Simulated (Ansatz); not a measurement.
**Which of these structures of GdN lies lowest?**

Computed with DFT, PBE, all-electron LAPW, scalar-relativistic (Ansatz 0.2.0).

Each cell is taken as listed (from a database or a relaxation; residual pressures are under 0.6 GPa and forces under 0.08 eV/Å), on meshes of about 0.2 Å⁻¹ spacing; energies are extrapolated to zero smearing, with no zero-point or thermal terms. Other structures, the observed one among them, may be missing from this set and lie lower. All runs are spin-polarised from parallel starts; other orders weren't tried.

Semilocal functionals without a Hubbard term describe localised f shells poorly; where the shell is localised, the real material differs.

Spin–orbit coupling is left out, though it moves levels of the heavy atoms by tenths of an eV or more.

Task: Order the structures by energy per atom, lowest first, and give the differences.
A.
Space group F-43m (No. 216). a = 5.337 Å, b = 5.337 Å, c = 5.337 Å, α = 90.00°, β = 90.00°, γ = 90.00°
| atom | site | symmetry | x | y | z |
| --- | --- | --- | --- | --- | --- |
| Gd | 4a | -43m | 0.0000 | 0.0000 | 0.0000 |
| N | 4d | -43m | 0.2500 | 0.2500 | 0.7500 |
(zincblende type, relaxed by us; 12×12×12 mesh on the primitive cell, smearing 0.03 eV, P = 0.0 GPa, final moment 3.50 μB/atom)
B.
```
Gd N
1.0
     0.00000    2.49179    2.49179
     2.49179    0.00000    2.49179
     2.49179    2.49179    0.00000
Gd N
1 1
Direct
  0.00000 0.00000 0.00000
  0.50000 0.50000 0.50000
```
(rocksalt type, relaxed by us; 15×15×15 mesh on the primitive cell, smearing 0.05 eV, P = 0.0 GPa, final moment 3.50 μB/atom)

Result: B (0 meV/atom), A (190 meV/atom).
